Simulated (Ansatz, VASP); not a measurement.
Te2Mo: VASP beside Ansatz

```
Te Mo
1.0
     3.51820    0.00000    0.00000
    -1.75910    3.04685    0.00000
     0.00000    0.00000   13.97360
Te Mo
4 2
Direct
  0.66667 0.33333 0.37900
  0.33333 0.66667 0.87900
  0.66667 0.33333 0.12100
  0.33333 0.66667 0.62100
  0.66667 0.33333 0.75000
  0.33333 0.66667 0.25000
```

Alike in both runs: task single point; functional PBE0; k mesh 5 × 5 × 1; occupations fermi-dirac, width 0.05 eV; no spin polarisation.

```csv
,VASP,Ansatz
version,VASP 6.6.1,Ansatz 0.2.0
potentials or method,"VASP PAW PBE potentials, release 64 (Te, Mo_sv)",Ansatz PAW
plane-wave cutoff (eV),520,420
valence electrons in the cell,52,92
```

|  | VASP | Ansatz | Ansatz less VASP |
| --- | --- | --- | --- |
| gap on the k mesh at the Fermi level (eV) | 1.72 | 1.75 | +0.030 |
| least direct gap on the mesh (eV) | 2.47 | 2.46 | -0.010 |
| pressure (GPa) | -1.0 | -0.5 | +0.45 |
| largest component of the traceless stress (GPa) | 0.01 | 0.16 | +0.158 |
| rms of the force components (eV/Å) | 0.184 | 0.182 | -0.0017 |

Atom by atom the forces differ by 0.002 eV/Å (rms over components). The two sets of potentials don't hold the same shells in valence.

Caveats: the k mesh is coarse (spacing up to 0.45 Å⁻¹), so the values aren't converged, least of all with exact exchange; spin-orbit coupling is left out, which moves the levels of the heavy elements; this functional lacks dispersion, which binds the layers, so the pressure and a relaxed spacing across them are unreliable; the PAW data sets were made with another functional, which shifts forces and pressure a little (VASP); an odd mesh through Γ misses points on the zone boundary, where band edges often lie (VASP); odd divisions of the mesh miss points on the zone boundary, where band edges often lie, so the gap on the mesh can be too wide (Ansatz); the PAW data sets come from PBE, with cores solved anew for the run's functional, which leaves a small shift of forces and pressure (Ansatz).
